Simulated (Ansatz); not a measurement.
V:

```
CELL_PARAMETERS angstrom
2.60429 0.00000 0.00000
-1.30215 2.25538 0.00000
0.00000 0.00000 4.72334
ATOMIC_POSITIONS crystal
V 0.33333 0.66667 0.25000
V 0.66667 0.33333 0.75000
```

This isn't the form of V at room conditions, which is bcc.

Base run:

* Program: Ansatz 0.2.0
* Functional: LDA
* Potentials or basis: all-electron LAPW, scalar-relativistic
* Cutoff: 261 eV
* Density cutoff: 1045 eV
* Basis error allowed: 0.001 eV/atom
* k mesh: 12 × 12 × 6
* Occupations: fermi-dirac, width 0.05 eV
* Spin: collinear spin, ferromagnetic start
* Starting moments: [2.0, 2.0] μB

Its results: pressure -12.9 GPa; net moment 0.00 μB per cell.

Question: The run is repeated on the same cell with these changes: functional from LDA to PBEsol; hubbard terms from none to V d U = 2 eV. What comes out?

Answer: Pressure -2.8 GPa; net moment 1.29 μB per cell; site moments V +0.58 μB.

Several settings changed at once, so the effect can't be laid on one alone.

Caveats: the magnetic state may not be the lowest (some runs); U is the effective U less J, on atomic orbitals that reach past the spheres (some runs); the U is typed as a test and isn't derived for this compound (some runs).

Not every run made on this cell is shown here.
